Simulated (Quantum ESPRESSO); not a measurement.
The system is Na.

```
CELL_PARAMETERS angstrom
3.70038 0.00000 0.00000
-1.85019 3.20463 0.00000
0.00000 0.00000 12.53732
ATOMIC_POSITIONS crystal
Na 0.66667 0.33333 0.75000
Na 0.33333 0.66667 0.25000
Na 0.00000 0.00000 0.50000
Na 0.00000 0.00000 0.00000
```

This isn't the form of Na at room conditions, which is bcc.

```yaml
Program: Quantum ESPRESSO 7.5
Task: relaxation of cell and atoms
Functional: PBEsol
Dispersion: D3(BJ)
Potentials_or_basis: GBRV 1.5 PBEsol
Cutoff: 612 eV
Density_cutoff: 4898 eV
k_mesh: 7 × 7 × 3
Occupations: fermi-dirac, width 0.05 eV
Spin: no spin polarisation
```

At the start: pressure -0.9 GPa; volume 37.17 Å³/atom.

Q: How do energy, volume and symmetry change on relaxing?

A: Over 4 steps the energy falls by 11.2 meV/atom and the volume is 33.15 Å³/atom (-10.8 %); space group P6_3/mmc (No. 194, to 0.05 Å).

Step by step:
```
step  energy change (eV)  largest force (eV/Å)  pressure (GPa)  volume (Å³)
   1              0.0000                0.0000           -0.86       148.67
   2             -0.0016                0.0000           -0.85       148.36
   3             -0.0433                0.0000            0.14       130.48
   4             -0.0446                0.0000           -0.01       132.60
```

Final structure:
```
Na
1.0
     3.57335    0.00000    0.00000
    -1.78667    3.09461    0.00000
     0.00000    0.00000   11.99074
Na
4
Direct
  0.66667 0.33333 0.75000
  0.33333 0.66667 0.25000
  0.00000 0.00000 0.50000
  0.00000 0.00000 0.00000
```

Caveat: pairwise dispersion overbinds metals, which lowers pressure and volume.
